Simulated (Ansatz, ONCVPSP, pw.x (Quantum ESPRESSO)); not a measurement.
**What a changed setting does to a pw.x run (bcc Rh)**

Potential: optimised norm-conserving Vanderbilt (ONCV), ONCVPSP 4.0.1.1 (patched build), PBE; core [Ar] 3d10, reference 4s2 4p6 4d7 5s2; waves: 4s+5s: rc 1.85 bohr, ncon 4, nbas 9, qcut 5.2 1/bohr, 4 projectors, debl 2.3 Ha; 4p: rc 1.45 bohr, ncon 3, nbas 6, qcut 7.5 1/bohr, 1 projector; 4d: rc 2.20 bohr, ncon 4, nbas 9, qcut 8.2 1/bohr, 2 projectors, debl 3.2 Ha; local part: polynomial inside 1.30 bohr (lpopt 5, dvloc0 2 Ha); core correction: Teter function, fcfact 2.75, rcfact 1.1.

The reference run (k-mesh 15³, cutoffs 60/240 Ry, Fermi–Dirac 0.01 Ry, mixing_beta 0.4, conv_thr 1e-9, no spin) gives 0.41 GPa at 14.536 Å³/atom, where all-electron LAPW gives -0.18 GPa. This run, with its own iteration cap, changes degauss to 0.002.

```
&control
  calculation='scf', prefix='x', pseudo_dir='./', outdir='./tmp', tstress=.true., disk_io='none'
/
&system
  ibrav=0, nat=1, ntyp=1, ecutwfc=60, ecutrho=240, nbnd=17,
  occupations='smearing', smearing='fd', degauss=0.002
/
&electrons
  conv_thr=1e-09, mixing_beta=0.4, electron_maxstep=60
/
ATOMIC_SPECIES
Rh 1.0 Rh.UPF
CELL_PARAMETERS angstrom
  -1.53742867 1.53742867 1.53742867
  1.53742867 -1.53742867 1.53742867
  1.53742867 1.53742867 -1.53742867
ATOMIC_POSITIONS crystal
Rh 0.0000 0.0000 0.0000
K_POINTS automatic
15 15 15 0 0 0
```

```bash
pw.x < Rh.scf.in > Rh.scf.out
```

Problem. How does the run end?

Solution. It converges in 7 iterations; the free energy moves by +69.1 meV/atom and the pressure by -0.96 GPa. In a metal, with Fermi–Dirac smearing, F lies below its zero-width value by a term in the square of the width.

```
Message from routine setup:
     using ibrav=0 with symmetry is DISCOURAGED, use correct ibrav instead
     lattice parameter (alat)  =       5.0322  a.u.
     unit-cell volume          =      98.0938 (a.u.)^3
     number of electrons       =        17.00
     number of Kohn-Sham states=           17
     kinetic-energy cutoff     =      60.0000  Ry
     charge density cutoff     =     240.0000  Ry
     scf convergence threshold =      1.0E-09
     Exchange-correlation= PBE
     number of k points=   120  Fermi-Dirac smearing, width (Ry)=  0.0020
     iteration #  1     ecut=    60.00 Ry     beta= 0.40
     total energy              =    -224.66172930 Ry
     estimated scf accuracy    <       0.00258742 Ry
     iteration #  2     ecut=    60.00 Ry     beta= 0.40
     total energy              =    -224.66156862 Ry
     estimated scf accuracy    <       0.00078403 Ry
     iteration #  3     ecut=    60.00 Ry     beta= 0.40
     total energy              =    -224.66160317 Ry
     estimated scf accuracy    <       0.00000770 Ry
     iteration #  4     ecut=    60.00 Ry     beta= 0.40
     total energy              =    -224.66160416 Ry
     estimated scf accuracy    <       0.00000114 Ry
     iteration #  5     ecut=    60.00 Ry     beta= 0.40
     total energy              =    -224.66160423 Ry
     estimated scf accuracy    <       0.00000002 Ry
     iteration #  6     ecut=    60.00 Ry     beta= 0.40
     total energy              =    -224.66160424 Ry
     estimated scf accuracy    <          2.6E-09 Ry
     iteration #  7     ecut=    60.00 Ry     beta= 0.40
     the Fermi energy is    20.8898 ev
!    total energy              =    -224.66160424 Ry
     estimated scf accuracy    <          1.2E-11 Ry
     smearing contrib. (-TS)   =      -0.00047959 Ry
     The total energy is F=E-TS. E is the sum of the following terms:
     one-electron contribution =     -57.55942461 Ry
     hartree contribution      =      40.05929634 Ry
     xc contribution           =     -26.15876860 Ry
     ewald contribution        =    -181.00222778 Ry
     convergence has been achieved in   7 iterations
          total   stress  (Ry/bohr**3)                   (kbar)     P=       -5.54
     Message from routine punch:
     Nothing written, as per user request (disk_io='none')
```

The run took about 11 s on one core of a shared host (Neoverse-V2, 48 threads, 185 GiB, load 18).
